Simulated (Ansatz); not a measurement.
# Ta2N (P-3m1) in Ansatz: reference runs

How does Ta2N come out in PBEsol? The cell is run as given and disturbed, and energy against volume gives the equilibrium volume and stiffness.

Everything below comes from runs of Ansatz 0.2.0. Logs are shortened: lines on timing, memory, paths and dates and some standing lists are left out, and cuts for length are marked.

### Step 1. Starting point

The structure is trigonal, space group P-3m1 (No. 164). The conventional cell has a = 3.113 Å, b = 3.113 Å, c = 4.870 Å, α = 90.00°, β = 90.00°, γ = 120.00°. Around Ta (site symmetry 3m) lie 3 N at 2.18 Å. Around N (site symmetry -3m) lie 6 Ta at 2.18 Å.

The cell comes from a database or a generator and needn't be the stable form of this composition.

### Step 2. Single point, PBEsol

Contents of input.yaml:

```yaml
crystal:
  lattice:
    - [3.112861506, 0.0, 0.0]
    - [-1.556430753, 2.6958171426, 0.0]
    - [0.0, 0.0, 4.869841]
  atoms:
    - { symbol: Ta, position: [0.3333333333, 0.6666666667, 0.254711] }
    - { symbol: Ta, position: [0.6666666667, 0.3333333333, 0.745289] }
    - { symbol: "N", position: [0.0, 0.0, 0.0] }
hamiltonian:
  xc: pbesol
  pseudopotentials: { kind: paw }
kpoints:
  mp_grid: { grid: [10, 10, 6] }
scf:
  occupations: { method: fermi_dirac, width: 0.05 }
output:
  forces: true
  stress: true
  eigenvalues: true
```

Potentials or basis: Ansatz PAW.

Run with:

```bash
$ ansatz run input.yaml --threads 2 --pin off --max-ram 5632MiB --backend cpu --events-out ev --progress --plain --runs-dir out
```

Log:

```text
Warning: RAYON_NUM_THREADS=2 ignored (pool sized by the plan → 2); use --threads N
Engine: ansatz 0.2.0, aarch64-unknown-linux-gnu
Pseudopotentials: kind: paw
Pseudopotential: Ta, paw, valence charge 13, recommended cutoff 420 eV (normal), Ta.paw.azcp
Pseudopotential: N, paw, valence charge 5, recommended cutoff 420 eV (normal), N.paw.azcp
Functional definition: PBEsol
  exchange = pbesol_x
  correlation = pbesol_c
Crystal: 3 atoms, lattice volume = 40.866 Å³
Basis set: ecut = 420 eV, 797 PW (Γ), exchange–correlation on 48×48×72 points (8 copies of the dense FFT grid, shifted against one another)
Bands: 20, of which v1, the nominal top of the filled ones, is band 16 counted from 1 (15 counted from 0)
Symmetry: 12 space group operations
Space group: P-3m1 (ITA 164), of the structure as read, at distance tolerance 3.4e-5 Å
k-points: 72 of 600
Non-local potential: Ta, projectors of the file, l = 0: 3, l = 1: 2, l = 2: 2, l = 3: 1
Non-local potential: N, projectors of the file, l = 0: 2, l = 1: 2, l = 2: 1
PAW form: soft (Blöchl's): semilocal exchange-correlation on the pseudo side does not see the compensation charge
PAW frozen core: Ta, regenerated for the run's functional, and the local potential with it (the file was generated under x = pbe(κ = 0.804, μ = 0.2195149727645171), c = pbe(β = 0.06672455060314922))
PAW frozen core: N, regenerated for the run's functional, and the local potential with it (the file was generated under x = pbe(κ = 0.804, μ = 0.2195149727645171), c = pbe(β = 0.06672455060314922))
PAW one-centre angular grid: Ta, 590 points (default); XC on 64 Gauss nodes
PAW one-centre angular grid: N, 110 points (default); XC on 64 Gauss nodes
Initial density: superposition of atomic densities (neutral atoms: chi_scale 0, normalization atom), corrected by the library's trained network
Initial wavefunctions: pseudopotential atomic-orbital guess
Functional: x = pbesol(κ = 0.804, μ = 0.12345679012345678), c = pbesol(β = 0.046)
SCF iter   1: F=—  HF=-19994.260010 eV  |F-HF|=—  |Δ(HF+E_count)|=         —  Δρ=1.04e-2  dr2=3.71e-2  ethr=1.77e-3  ⟨swp⟩=5.9  Hψ=6548  notcnv=0
preconditioner: auto → Kerker (q_TF=auto, 2.605 Å⁻¹)  [metal: Δε(μ)=0.005 eV  Ē_g=8.288 eV  σ=0.050 eV  W_gap=0.03  n_scr=10 (ndim 8)  ℏωp=22.5 eV  f_vac=0.000  D(μ)=1.77/eV (n_scr^D=22)]
SCF iter   2: F=—  HF=-19994.252046 eV  |F-HF|=—  |Δ(HF+E_count)|=   7.96e-3  Δρ=3.47e-3  dr2=5.38e-3  ethr=1.20e-4  ⟨swp⟩=2.1  Hψ=2594  notcnv=0
SCF iter   3: F=—  HF=-19994.251425 eV  |F-HF|=—  |Δ(HF+E_count)|=   6.21e-4  Δρ=2.08e-3  dr2=2.28e-3  ethr=1.74e-5  ⟨swp⟩=1.0  Hψ=1437  notcnv=0
SCF iter   4: F=—  HF=-19994.250907 eV  |F-HF|=—  |Δ(HF+E_count)|=   5.18e-4  Δρ=2.34e-4  dr2=3.33e-5  ethr=7.35e-6  ⟨swp⟩=2.0  Hψ=1740  notcnv=0
SCF iter   5: F=—  HF=-19994.250903 eV  |F-HF|=—  |Δ(HF+E_count)|=   3.62e-6  Δρ=6.50e-5  dr2=1.38e-6  ethr=1.08e-7  ⟨swp⟩=2.0  Hψ=1983  notcnv=0
SCF iter   6: F=-19994.250903 eV  HF=-19994.250903 eV  |F-HF|=2.08e-8  |Δ(HF+E_count)|=   2.94e-7  Δρ=9.27e-6  dr2=4.04e-8  ethr=3.23e-10  ⟨swp⟩=3.9  Hψ=6623  notcnv=0
SCF 1 converged in 6 iterations: F = -19994.250903 eV  dr2 = 4.04e-8
SCF converged after 6 iterations
Free energy (F): -19994.250903 eV
Harris-Foulkes:  -19994.250903 eV  (|F-HF|=2.08e-8)
Internal energy: -19994.237224 eV  (E = F + TS)
E sigma→0 (E₀):  -19994.244063 eV
Entropy (-TS):   -0.013679 eV (-4.560 meV/atom)
Fermi energy:    19.412149 eV
--- Per-component energies (eV) ---
  E_band       = -184.735842
  E_kinetic    = 862.818548
  E_local      = -1253.847988  (includes V_loc(G=0)·N_el)
  E_nonlocal   = 78.798667
  E_hartree    = 430.753726
  E_xc         = -494.109159
  E_vxc        = -484.447590  (∫ρ·V_xc dr)
  E_paw        = -16667.412312  (= ΣΔE_a)
  E_vpaw       = -249.566077  (= ΣTr[D̂ρ^β])
  E_aug_tail   = 0.000386  (compensation charges beyond the density's cutoff)
  E_ewald      = -2951.694484
  E_core_change = 0.455392  (= ΣΔE_core)
  E_smearing   = -0.013679  (= −TS)
  E_closure    = 0.000000  (closes the sum)
  Σ components = -19994.250903   (vs F -19994.250903, Δ=0.00e0)
--- Forces (eV/Å), atoms counted from 1 ---
  atom   1  Ta    -0.00000000     0.00000000    -0.29732642
  atom   2  Ta     0.00000000    -0.00000000     0.29732642
  atom   3  N      0.00000000     0.00000000     0.00000000
  max |Σ_I F_I| component: 1.31e-31 eV/Å
--- Stress (GPa, compression-positive) ---
       -9.374945       0.000000       0.000000
       -0.000000      -9.374945      -0.000000
        0.000000      -0.000000      -8.609868
  P = ⅓ Tr σ = -9.1199 GPa (-91.199 kbar)
--- Band table (eV; the first three rows and the last of 72) ---
  k-point 0: bands = ["-49.1338", "-49.0566", "-16.1738", "-15.4511", "-15.4511", "-15.3253", "-15.3253", "-15.2082", "2.0804", "11.0226", "13.3894", "13.3894", "14.4810", "18.7492", "19.1728", "19.1728", "19.6809", "19.6809", "19.7145", "20.5748"]
  k-point 1: bands = ["-49.1287", "-49.0617", "-16.1138", "-15.4430", "-15.4430", "-15.3335", "-15.3335", "-15.2775", "2.1357", "10.8476", "13.3424", "13.3424", "14.8325", "18.2633", "18.8763", "18.8763", "19.9459", "19.9459", "20.2340", "21.0618"]
  k-point 2: bands = ["-49.1147", "-49.0758", "-15.9475", "-15.4622", "-15.4211", "-15.4211", "-15.3555", "-15.3555", "2.2490", "10.5375", "13.2540", "13.2540", "15.6785", "17.5404", "18.4533", "18.4533", "20.8270", "20.8270", "20.8861", "21.7583"]
  k-point 71: bands = ["-49.0561", "-49.0554", "-15.9983", "-15.9808", "-15.8098", "-15.7736", "-15.3781", "-15.3766", "3.0064", "11.6451", "11.9538", "13.0322", "17.0058", "17.3974", "17.5186", "19.6321", "19.7899", "21.0690", "23.0577", "23.6660"]
```

Run time: 1.4 s. Hardware: 2 threads of Arm Neoverse V2, shared host; peak memory 0.33 GiB.

What came out:

| Property | Result |
| --- | --- |
| Free energy | -19994.2509 eV |
| Pressure | -9.1 GPa |
| Largest force | 0.297 eV/Å |
| Band gap on the k mesh | none (metal or under the smearing width) |

Forces in eV/Å, atoms in the order of the input:
```
Ta   0.000  0.000 -0.297
Ta   0.000  0.000  0.297
N    0.000  0.000  0.000
```

Caveat: the PAW data sets come from PBE, with cores solved anew for the run's functional, which leaves a small shift of forces and pressure.

### Step 3. Single point, PBEsol (atoms moved at random, drawn with an rms of 0.05 Å)

Contents of input.yaml:

```yaml
crystal:
  lattice:
    - [3.112861506, 0.0, 0.0]
    - [-1.556430753, 2.6958171426, 0.0]
    - [0.0, 0.0, 4.869841]
  atoms:
    - { symbol: Ta, position: [0.324603, 0.653424, 0.251293] }
    - { symbol: Ta, position: [0.690688, 0.342229, 0.743211] }
    - { symbol: "N", position: [-0.001655, 0.005883, 0.003957] }
hamiltonian:
  xc: pbesol
  pseudopotentials: { kind: paw }
kpoints:
  mp_grid: { grid: [10, 10, 6] }
scf:
  occupations: { method: fermi_dirac, width: 0.05 }
output:
  forces: true
  stress: true
  eigenvalues: true
  write_density: true
  write_potential: true
  elf: true
  volumetric_format: npy
```

Potentials or basis: Ansatz PAW.

Run with:

```bash
$ ansatz run input.yaml --threads 2 --pin off --max-ram 5632MiB --backend cpu --events-out ev --progress --plain --runs-dir out
```

Log:

```text
Warning: RAYON_NUM_THREADS=2 ignored (pool sized by the plan → 2); use --threads N
[... 7 set-up lines as earlier in the session ...]
Crystal: 3 atoms, lattice volume = 40.866 Å³
Basis set: ecut = 420 eV, 797 PW (Γ), exchange–correlation on 48×48×72 points (8 copies of the dense FFT grid, shifted against one another)
Bands: 20, of which v1, the nominal top of the filled ones, is band 16 counted from 1 (15 counted from 0)
Symmetry: 1 space group operations
Space group: P1 (ITA 1), of the structure as read, at distance tolerance 3.4e-5 Å
k-points: 304 of 600 (time reversal used)
[... 10 set-up lines as earlier in the session ...]
SCF iter   1: F=—  HF=-19994.230936 eV  |F-HF|=—  |Δ(HF+E_count)|=         —  Δρ=1.04e-2  dr2=3.64e-2  ethr=1.77e-3  ⟨swp⟩=5.9  Hψ=27552  notcnv=0
preconditioner: auto → Kerker (q_TF=auto, 2.605 Å⁻¹)  [metal: Δε(μ)=0.008 eV  Ē_g=8.291 eV  σ=0.050 eV  W_gap=0.04  n_scr=10 (ndim 8)  ℏωp=22.5 eV  f_vac=0.000  D(μ)=1.31/eV (n_scr^D=8)]
SCF iter   2: F=—  HF=-19994.222992 eV  |F-HF|=—  |Δ(HF+E_count)|=   7.94e-3  Δρ=3.54e-3  dr2=5.59e-3  ethr=1.17e-4  ⟨swp⟩=2.0  Hψ=10829  notcnv=0  defer=2
SCF iter   3: F=—  HF=-19994.222335 eV  |F-HF|=—  |Δ(HF+E_count)|=   6.56e-4  Δρ=2.09e-3  dr2=2.34e-3  ethr=1.80e-5  ⟨swp⟩=1.0  Hψ=6069  notcnv=0  defer=2
SCF iter   4: F=—  HF=-19994.221799 eV  |F-HF|=—  |Δ(HF+E_count)|=   5.36e-4  Δρ=2.39e-4  dr2=3.21e-5  ethr=7.54e-6  ⟨swp⟩=2.0  Hψ=7299  notcnv=0  defer=2
SCF iter   5: F=—  HF=-19994.221796 eV  |F-HF|=—  |Δ(HF+E_count)|=   3.43e-6  Δρ=6.24e-5  dr2=1.50e-6  ethr=1.04e-7  ⟨swp⟩=2.0  Hψ=8362  notcnv=0  defer=2
SCF iter   6: F=—  HF=-19994.221795 eV  |F-HF|=—  |Δ(HF+E_count)|=   2.88e-7  Δρ=1.43e-5  dr2=1.70e-7  ethr=4.85e-9  ⟨swp⟩=2.0  Hψ=8390  notcnv=0  defer=2
SCF iter   7: F=-19994.221795 eV  HF=-19994.221795 eV  |F-HF|=1.66e-8  |Δ(HF+E_count)|=   2.46e-8  Δρ=5.21e-6  dr2=2.05e-8  ethr=3.23e-10  ⟨swp⟩=9.4  Hψ=38870  notcnv=0
SCF 1 converged in 7 iterations: F = -19994.221795 eV  dr2 = 2.05e-8
SCF converged after 7 iterations
Free energy (F): -19994.221795 eV
Harris-Foulkes:  -19994.221795 eV  (|F-HF|=1.66e-8)
Internal energy: -19994.211048 eV  (E = F + TS)
E sigma→0 (E₀):  -19994.216422 eV
Entropy (-TS):   -0.010747 eV (-3.582 meV/atom)
Fermi energy:    19.415666 eV
--- Per-component energies (eV) ---
  E_band       = -184.871891
  E_kinetic    = 863.090321
  E_local      = -1258.179547  (includes V_loc(G=0)·N_el)
  E_nonlocal   = 78.899924
  E_hartree    = 432.739771
  E_xc         = -494.166079
  E_vxc        = -484.520394  (∫ρ·V_xc dr)
  E_paw        = -16667.474093  (= ΣΔE_a)
  E_vpaw       = -249.642414  (= ΣTr[D̂ρ^β])
  E_aug_tail   = 0.000388  (compensation charges beyond the density's cutoff)
  E_ewald      = -2949.577125
  E_core_change = 0.455392  (= ΣΔE_core)
  E_smearing   = -0.010747  (= −TS)
  E_closure    = 0.000000  (closes the sum)
  Σ components = -19994.221795   (vs F -19994.221795, Δ=0.00e0)
--- Forces (eV/Å), atoms counted from 1 ---
  atom   1  Ta    -0.05487755     0.35899533     0.04642324
  atom   2  Ta    -0.42558200     0.01051702     0.41182650
  atom   3  N      0.48046669    -0.36951182    -0.45836567
  max |Σ_I F_I| component: 1.16e-4 eV/Å
--- Stress (GPa, compression-positive) ---
       -8.582487       0.174564       0.930392
        0.174564      -8.486142       1.113336
        0.930392       1.113337      -8.189913
  P = ⅓ Tr σ = -8.4195 GPa (-84.195 kbar)
--- Band table (eV; the first three rows and the last of 304) ---
  k-point 0: bands = ["-49.1309", "-49.0525", "-16.1770", "-15.4607", "-15.4407", "-15.3454", "-15.3045", "-15.2031", "2.0667", "11.0056", "13.3001", "13.3914", "14.4857", "18.6185", "19.0507", "19.2965", "19.4606", "19.8111", "19.9262", "20.4221"]
  k-point 1: bands = ["-49.1258", "-49.0577", "-16.1169", "-15.4515", "-15.4348", "-15.3513", "-15.3149", "-15.2716", "2.1217", "10.8330", "13.2478", "13.3556", "14.8342", "18.2055", "18.8025", "18.9597", "19.7327", "20.0579", "20.3710", "20.9413"]
  k-point 2: bands = ["-49.1119", "-49.0718", "-15.9504", "-15.4687", "-15.4190", "-15.4143", "-15.3666", "-15.3409", "2.2343", "10.5266", "13.1489", "13.2889", "15.6739", "17.5219", "18.4083", "18.5114", "20.5371", "20.8282", "21.1195", "21.6240"]
  k-point 303: bands = ["-49.0608", "-49.0513", "-16.1354", "-16.0859", "-15.5509", "-15.5193", "-15.4502", "-15.4329", "2.8575", "10.9539", "12.7460", "13.3395", "16.0771", "17.2551", "17.3535", "19.1668", "20.1935", "22.6345", "22.9049", "23.4079"]
```

rho_z.tsv:

```text
# z_ang	rho[e/angstrom^3]
# format = ansatz-planar-average/11
# lattice	3.112861506	0.000000000	0.000000000
# lattice	-1.556430753	2.695817143	0.000000000
# lattice	0.000000000	0.000000000	4.869841000
# sites	3
# site	73	-0.006565025	1.761511621	1.223756954
# site	73	1.617360348	0.922586805	3.619319399
# site	7	-0.014308268	0.015859492	0.019269961
0.000000	7.591127e-1
0.135273	7.546833e-1
0.270547	7.278314e-1
0.405820	7.079024e-1
0.541093	7.402344e-1
0.676367	8.395562e-1
[... 28 lines left out ...]
4.599294	6.894600e-1
4.734568	7.360808e-1
```

Wall time 13 s (2 threads of Arm Neoverse V2, shared host); peak memory 0.51 GiB.

Results:

* Free energy: -19994.2218 eV
* Pressure: -8.4 GPa
* Largest force: 0.760 eV/Å
* Band gap on the k mesh: none (metal or under the smearing width)

Forces on the atoms (eV/Å):
```
Ta  -0.055  0.359  0.046
Ta  -0.426  0.011  0.412
N    0.480 -0.370 -0.458
```

Levels at points of the mesh, in eV from the Fermi level:
```tsv
k point	band 11	band 12	band 13	band 14	band 15	band 16	band 17	band 18	band 19	band 20
(0.00, 0.00, 0.00)	-6.12	-6.02	-4.93	-0.80	-0.36	-0.12	0.04	0.40	0.51	1.01
(0.00, 0.00, -0.50)	-6.31	-6.16	-2.87	-2.62	-1.16	-1.08	1.67	1.73	2.22	2.37
(0.00, -0.50, 0.00)	-6.47	-6.31	-4.55	-2.62	-1.30	1.55	1.93	3.68	3.88	4.14
(0.00, -0.50, -0.50)	-6.62	-6.04	-3.35	-2.18	-2.00	-0.39	0.78	3.22	3.41	4.00
(-0.50, 0.00, 0.00)	-6.59	-6.46	-4.46	-2.55	-1.47	1.87	2.00	3.60	3.93	4.05
(-0.50, 0.00, -0.50)	-6.74	-6.20	-3.21	-2.25	-2.07	-0.03	0.77	3.28	3.63	3.99
(-0.50, -0.50, 0.00)	-6.52	-6.34	-4.54	-2.61	-1.32	1.56	2.04	3.66	3.79	4.17
(-0.50, -0.50, -0.50)	-6.67	-6.08	-3.34	-2.16	-2.06	-0.25	0.78	3.22	3.49	3.99
```

Caveat: the PAW data sets come from PBE, with cores solved anew for the run's functional, which leaves a small shift of forces and pressure.

(Part 1 of 2 ends here.)
